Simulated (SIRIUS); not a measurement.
# BP under changes of volume

One of the cells (11.915 Å³/atom); the others are scaled copies at fixed shape and fractional positions:

```
CELL_PARAMETERS angstrom
0.00000 2.28403 2.28403
2.28403 0.00000 2.28403
2.28403 2.28403 0.00000
ATOMIC_POSITIONS crystal
P 0.75000 0.75000 0.75000
B 0.00000 0.00000 0.00000
```

```yaml
Program: SIRIUS 7.12.0
Functional: PBEsol
Potentials_or_basis: all-electron FP-LAPW
Cutoff: 242 eV
Basis: apw+lo standard
k_mesh: 10 × 10 × 10
Occupations: fermi-dirac, width 0.05 eV
Spin: no spin polarisation
```

```tsv
volume (Å³/atom)	energy over the lowest point (meV/atom)	gap on the mesh (eV)
10.981	?	?
11.214	4.70	1.08
11.448	0.00	1.11
11.915	5.73	1.16
12.149	15.16	1.19
12.383	28.54	1.21
```

Task: What does the run at 10.981 Å³/atom give?

Result: Energy over the lowest point 15.16 meV/atom; gap on the mesh 1.06 eV.

Worked out: A Birch-Murnaghan fit of order 3 (a polynomial in V^(-2/3)) to the other rows has its minimum at 11.54 Å³/atom with B0 = V·E''(V) = 169 GPa and B' = 3.8. It gives 15.06 meV/atom at 10.981 Å³/atom, against the run's 15.16. A straight line through the other rows of the gap, of slope 1.32 eV per unit of ln V, extrapolates to 1.05 eV, against the run's 1.06.

Energies are extrapolated to zero smearing.

A mesh can miss the band edges.
